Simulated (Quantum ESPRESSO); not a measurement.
Here is a Quantum ESPRESSO 7.5 calculation.

Contents of pw.in:

```
&CONTROL
  calculation = 'scf'
  prefix = 'pwscf'
  outdir = './tmp'
  pseudo_dir = './pseudo'
  tprnfor = .true.
  tstress = .true.
  disk_io = 'nowf'
/
&SYSTEM
  ibrav = 0
  A = 3.1904658
  nat = 2
  ntyp = 2
  ecutwfc = 60
  ecutrho = 480
  nbnd = 18
  occupations = 'smearing'
  smearing = 'fd'
  degauss = 0.00367493
/
&ELECTRONS
  conv_thr = 4d-10
  electron_maxstep = 120
  mixing_beta = 0.3
/
ATOMIC_SPECIES
Hf   178.4900 Hf-sp.oncvpsp.upf
N     14.0070 N.pbe-n-radius_5.UPF
CELL_PARAMETERS alat
   0.0000000000    0.7071067805    0.7071067805
   0.7071067805    0.0000000000    0.7071067805
   0.7071067805    0.7071067805    0.0000000000
ATOMIC_POSITIONS alat
Hf     0.0000000000    0.0000000000    0.0000000000
N      0.7071067805    0.7071067805    0.7071067805
K_POINTS automatic
10 10 10 0 0 0
HUBBARD {atomic}
U Hf-5d 5.0
```

Potentials or basis: SSSP 1.3 efficiency PBE.

Launch:

```console
$ OMP_NUM_THREADS=1 pw.x -in pw.in > pw.out
```

Q: Estimate the pressure.

A: 0.9 GPa.

Q: What does it give for the band gap on the k mesh?

A: None (metal or under the smearing width).

Eigenvalues of the final occupation matrices:
| site | spin | trace | eigenvalues |
| --- | --- | --- | --- |
| Hf 1 5d | each | 2.75 | 0.53 0.53 0.53 0.58 0.58 |

Caveat: U without spin polarisation on a metal has little footing. The run has no spin-orbit coupling, so splittings on Hf are missing.
